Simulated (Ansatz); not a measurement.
# SnSe: one input, then a changed one

The cell was built from the CsCl type and relaxed in the same program, and has space group Pm-3m; it needn't be a known or the stable phase.

First run: DFT, PBE, PAW with Ansatz's default frozen-core files, scalar-relativistic (Ansatz 0.2.0).

Command: `ansatz run input.yaml --threads 1 --pin off --max-ram 2048MiB --backend cpu --events-out ev --progress --plain --runs-dir out` The run took 4.2 s on 1 thread of Arm Neoverse V2 (shared host), peak memory 0.38 GiB.

```yaml
crystal:
  lattice:
    - [3.6796456177, 0.0, 0.0]
    - [0.0, 3.6796456177, 0.0]
    - [0.0, 0.0, 3.6796456177]
  atoms:
    - { symbol: Sn, position: [0.0, 0.0, 0.0] }
    - { symbol: Se, position: [0.5, 0.5, 0.5] }
kpoints:
  mp_grid: { grid: [12, 12, 12] }
scf:
  occupations: { method: fermi_dirac, width: 0.03 }
hamiltonian:
  xc: pbe
  pseudopotentials: { kind: paw }
output:
  forces: true
  stress: true
  eigenvalues: true
  efg: { contact_densities: true }
basis:
  ecutwfc: 300
```

Result: converged; pressure 0.04 GPa; no gap on the k mesh; 6 SCF iterations.

Spin–orbit coupling is left out, though it moves levels of the heavy atoms by tenths of an eV or more.

The input is then changed:

```diff
@@ -8,5 +8,5 @@
     - { symbol: Se, position: [0.5, 0.5, 0.5] }
 kpoints:
-  mp_grid: { grid: [12, 12, 12] }
+  mp_grid: { grid: [12, 12, 12], shift: [0.5, 0.5, 0.5] }
 scf:
   occupations: { method: fermi_dirac, width: 0.03 }
@@ -19,4 +19,8 @@
   eigenvalues: true
   efg: { contact_densities: true }
+  write_density: true
+  write_potential: true
+  elf: true
+  volumetric_format: npy
 basis:
   ecutwfc: 300
```

(1) Predict the outcome of the changed run.

Results:

(1) It converged; energy at zero smearing +1.8 meV/atom from the first run; pressure 0.12 GPa; no gap on the k mesh; 6 SCF iterations.
